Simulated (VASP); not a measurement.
Hg:

```
CELL_PARAMETERS angstrom
2.12432 -2.67258 0.00000
2.12432 2.67258 0.00000
-2.11513 0.00000 2.89220
ATOMIC_POSITIONS crystal
Hg 0.00000 0.00000 0.00000
```

```yaml
Program: VASP 6.6.1
Task: relaxation of cell and atoms
Functional: LDA
Potentials_or_basis: VASP PAW LDA potentials, release 54 (Hg)
Cutoff: 600 eV
k_mesh: 9 × 9 × 9
Occupations: tetrahedron, uncorrected, width 0.01 eV
Spin: no spin polarisation
```

At the start: pressure -4.0 GPa; volume 32.84 Å³/atom.

How do energy, volume and symmetry change on relaxing?

Over 8 steps the energy falls by 188.6 meV/atom and the volume is 23.55 Å³/atom (-28.3 %); space group Fmmm (No. 69, to 0.05 Å).

The path:
| step | energy change (eV) | largest force (eV/Å) | pressure (GPa) | volume (Å³) |
| --- | --- | --- | --- | --- |
| 1 | 0.0000 | 0.0000 | -3.99 | 32.84 |
| 2 | -0.0947 | 0.0000 | -3.96 | 29.10 |
| 3 | -0.0739 | 0.0000 | 12.60 | 19.61 |
| 4 | -0.1659 | 0.0000 | -2.62 | 25.80 |
| 5 | -0.1826 | 0.0000 | 1.84 | 22.42 |
| 6 | -0.1877 | 0.0000 | -0.47 | 23.67 |
| 7 | -0.1880 | 0.0000 | -0.42 | 23.64 |
| 8 | -0.1886 | 0.0000 | -0.29 | 23.55 |

Final structure:
```cif
data_structure
_symmetry_space_group_name_H-M 'P 1'
_symmetry_Int_Tables_number 1
_cell_length_a 3.0770
_cell_length_b 3.0770
_cell_length_c 3.1903
_cell_angle_alpha 111.924
_cell_angle_beta 111.924
_cell_angle_gamma 102.985
_cell_volume 23.55
loop_
_atom_site_label
_atom_site_type_symbol
_atom_site_fract_x
_atom_site_fract_y
_atom_site_fract_z
_atom_site_occupancy
Hg1 Hg 0.00000 0.00000 0.00000 1
```

Caveat: the volume moved by over 15 % at a fixed basis, so the end points are rough.
